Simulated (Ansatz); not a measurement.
Take LaAlO₃ in the cubic perovskite structure (space group Pm-3m, No. 221; a = 3.812 Å) as the base.

(Cell as relaxed with PBE.)

Levels (all Ansatz, a program for electronic structure, PAW): PBE (420 eV, no spin-orbit coupling); r2SCAN (500 eV, without spin-orbit coupling).

Each level relaxes its own structure.

| base | PBE | r2SCAN |
|---|---|---|
| volume per atom | 11.08 Å³ | 10.86 Å³ |
| lattice parameter a | 3.812 Å | 3.787 Å |
| band gap | 3.50 eV | 4.02 eV |

One thing is altered: electrons 2.0×10^22 cm⁻³, on a uniform background at fixed cell.

```json
[
 {"quantity": "gap between the host's bands", "PBE": "3.92 eV", "r2SCAN": "(withheld)"},
 {"quantity": "Fermi level relative to the doped band's edge (positive inside the band; to 0.05 eV)", "PBE": "+1.85 eV", "r2SCAN": "(withheld)"},
 {"quantity": "shift of the gap caused by the change", "PBE": "+0.42 eV", "r2SCAN": "(withheld)"},
 {"quantity": "gap character", "PBE": "indirect, R → Γ", "r2SCAN": "(withheld)"}
]
```

### Question
What does r2SCAN give?

### Answer

- gap between the host's bands, r2SCAN: 4.42 eV
- Fermi level relative to the doped band's edge (positive inside the band; to 0.05 eV), r2SCAN: +1.90 eV
- shift of the gap caused by the change, r2SCAN: +0.40 eV
- gap character, r2SCAN: indirect, R → Γ

PBE's gap between the host's bands lies 0.50 eV below r2SCAN's; PBE's Fermi level from band edge lies 0.05 eV below r2SCAN's; PBE's shift of the gap caused by the change lies 0.02 eV above r2SCAN's; the two agree on the gap character. Neither level is exact; r2SCAN is the comparison here, not a measurement.

Carriers are added with a uniform compensating background; total energy and stress of such cells depend on the potential's zero and are not compared; many-body gap narrowing is missing at this level. No phonon test of stability was made. Many cubic perovskites are stable only at high temperature; tilts and polar distortions were not tested.
